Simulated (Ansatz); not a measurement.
## Effective masses and thermopower of ZnTe (F-43m)

Input:

```
ZnTe
1.0
    0.00000     3.08960     3.08960
    3.08960     0.00000     3.08960
    3.08960     3.08960     0.00000
Zn Te
1 1
Direct
  0.50000   0.50000   0.50000
  0.25000   0.25000   0.25000
```

Computed with PBE with spin-orbit coupling, rigid bands (plane waves, PAW; Ansatz, a program for electronic structure). Condition of this run: functional PBE, cell relaxed with it. How the cell was made: cell and atoms relaxed with PBE.

```yaml
band_gap: 0.80 eV
electron conductivity mass (300 K, dilute): 0.080 mₑ
hole conductivity mass (300 K, dilute): 0.51 mₑ
effective density of states N_c (300 K): 5.3e17 cm⁻³
effective density of states N_v (300 K): 1.7e19 cm⁻³
density_of_states_mass_electrons: 0.077 mₑ
density_of_states_mass_holes: 0.76 mₑ
Seebeck coefficient, n-type 1e19 cm⁻³, 300 K: -54 μV/K
Seebeck coefficient, p-type 1e19 cm⁻³, 300 K: 263 μV/K
best p-type power factor at 300 K for τ = 10 fs (best axis; densities from 1e16 to 1e21 cm⁻³ tried, whether or not they can be reached): 5.3 μW/(cm·K²) at 1e20 cm⁻³
```

Rigid bands; masses and Seebeck coefficients take one relaxation time τ for all states and one kind of carrier; polarons and phonon drag are left out.
